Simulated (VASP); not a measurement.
Input of a VASP 6.6.1 run:

File INCAR:

```
SYSTEM = YN
ALGO = Normal ; EDIFF = 1E-6
ENCUT = 520 ; GGA = PE
GGA_COMPAT = .False. ; ISIF = 2
ISMEAR = 0 ; KPAR = 4
LASPH = .True. ; LCHARG = .False.
LMAXMIX = 4 ; LORBIT = 11
LREAL = .False. ; LSORBIT = .True.
LWAVE = .False. ; MAGMOM = 0 0 0 0 0 0
NBANDS = 28 ; NELM = 80
PREC = Accurate ; SIGMA = 0.02
```

The input KPOINTS:

```
k-points
0
Gamma
  10 10 10
  0 0 0
```

The input POSCAR:

```
YN                                      
1.0
   -0.0000000000      2.4434190361      2.4434190361
    2.4434190361     -0.0000000000      2.4434190361
    2.4434190361      2.4434190361     -0.0000000000
  Y               N             
     1     1
Direct
     0.0000000000000000    0.0000000000000000    0.0000000000000000
     0.5000000000000000    0.5000000000000000    0.5000000000000000
```

File KPOINTS_OPT:

```
path GXWKGLUWLK,UX
10
line-mode
reciprocal
 0.0000000000  0.0000000000  0.0000000000  G
 0.5000000000  0.0000000000  0.5000000000  X

 0.5000000000  0.0000000000  0.5000000000  X
 0.5000000000  0.2500000000  0.7500000000  W

 0.5000000000  0.2500000000  0.7500000000  W
 0.3750000000  0.3750000000  0.7500000000  K

 0.3750000000  0.3750000000  0.7500000000  K
 0.0000000000  0.0000000000  0.0000000000  G

 0.0000000000  0.0000000000  0.0000000000  G
 0.5000000000  0.5000000000  0.5000000000  L

 0.5000000000  0.5000000000  0.5000000000  L
 0.6250000000  0.2500000000  0.6250000000  U

 0.6250000000  0.2500000000  0.6250000000  U
 0.5000000000  0.2500000000  0.7500000000  W

 0.5000000000  0.2500000000  0.7500000000  W
 0.5000000000  0.5000000000  0.5000000000  L

 0.5000000000  0.5000000000  0.5000000000  L
 0.3750000000  0.3750000000  0.7500000000  K

 0.6250000000  0.2500000000  0.6250000000  U
 0.5000000000  0.0000000000  0.5000000000  X
```

Potentials or basis: VASP PAW PBE potentials, release 64 (Y_sv, N).

Launch:

```console
$ cat potpaw_PBE.64/Y_sv/POTCAR potpaw_PBE.64/N/POTCAR > POTCAR
$ mpirun -np 4 vasp_ncl > vasp.out
```

Task: What does it give for the pressure?

Result: 1.7 GPa.

Task: Predict the net moment.

Result: 0.00 μB per cell.

Moments on the atoms (μB; x, y, z):
```
Y   0.00 0.00 0.00
N   0.00 0.00 0.00
```
